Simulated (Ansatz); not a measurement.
Crystal: MnO.

```xyz
2
Lattice="0.0000 2.2220 2.2220 2.2220 0.0000 2.2220 2.2220 2.2220 0.0000" Properties=species:S:1:pos:R:3 pbc="T T T"
Mn    0.0000    0.0000    0.0000
O     2.2220    2.2220    2.2220
```

Base run:

| Property | Result |
| --- | --- |
| Program | Ansatz 0.2.0 |
| Functional | PBE |
| Potentials or basis | Ansatz PAW |
| Cutoff | 420 eV (not typed: the program's choice for these potentials) |
| k mesh | 10 × 10 × 10 |
| Occupations | fermi-dirac, width 0.05 eV |
| Spin | no spin polarisation |

Its results: band gap on the k mesh none (metal or under the smearing width); pressure -33.8 GPa.

Question: The run is repeated on the same cell with these changes: spin from no spin polarisation to collinear spin, ferromagnetic start. What comes out?

Answer: Band gap on the k mesh none (metal or under the smearing width); pressure 0.4 GPa; net moment 4.79 μB per cell; site moments Mn +4.06; O +0.24 μB.

Caveats: semilocal functionals often make such compounds metallic where correlation or magnetic order opens a gap, which also shifts bond lengths; a pressure of tens of GPa on the cell as given is suspect, and the run, the potentials or the cell itself is likely at fault (some runs); an odd number of electrons without spin polarisation forces a metal (some runs); a magnetic or distorted state may lie lower (some runs); a cell with one magnetic atom can't hold antiferromagnetic order, which such compounds often take (some runs).
